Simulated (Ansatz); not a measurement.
# VN: the cost of one run

Computed with Ansatz 0.2.0 (DFT r²SCAN, scalar-relativistic, plane waves, PAW, unless a step's input says otherwise).

1 further run of the same task is left out (it didn't finish). Runs told in other sessions of the task aren't counted.

## (1) The structure to begin with

The structure is cubic, space group Fm-3m (No. 225). Conventional cell: a = 4.128 Å, b = 4.128 Å, c = 4.128 Å, α = 90.00°, β = 90.00°, γ = 90.00°. Around V (site symmetry m-3m) lie 6 N at 2.06 Å. N (site symmetry m-3m) has 6 V at 2.06 Å in its first shell of neighbours.

As a file:

```
V N
1.0
     0.00000    2.06400    2.06400
     2.06400    0.00000    2.06400
     2.06400    2.06400    0.00000
V N
1 1
Direct
  0.00000 0.00000 0.00000
  0.50000 0.50000 0.50000
```

An earlier run on this cell at PBE gave -2.71 GPa at 8.793 Å³/atom (10×10×10 mesh), metallic, no moment left.

## (2) At the given cell

input.yaml

```yaml
crystal:
  lattice:
    - [0.0, 2.0640009277, 2.0640009277]
    - [2.0640009277, 0.0, 2.0640009277]
    - [2.0640009277, 2.0640009277, 0.0]
  atoms:
    - { symbol: V, position: [0.0, 0.0, 0.0], spin: 0.05 }
    - { symbol: "N", position: [0.5, 0.5, 0.5] }
basis:
  ecutwfc: 500
  ecutrho_ratio: 4
kpoints:
  mp_grid: { grid: [10, 10, 10] }
hamiltonian:
  xc: r2scan
scf:
  occupations: { method: gaussian, width: 0.05 }
output:
  forces: true
  stress: true
  eigenvalues: true
  populations: true
magnetization:
  spin_polarized: true
checkpoint:
  read: start.run
  write: ck
  compress: false
  write_wavefunctions: false
  write_every: 100000
```

start.run holds the state of a PBE run on this cell.

Started as:

```console
$ ansatz run input.yaml --threads 4 --pin off --max-ram 8192MiB --backend cpu --events-out ev --progress --plain --runs-dir out
```

Q: Estimate wall time and peak memory on 4 threads of Arm Neoverse V1, shared host.

About 8.3 s, with a peak of 0.4 GiB.
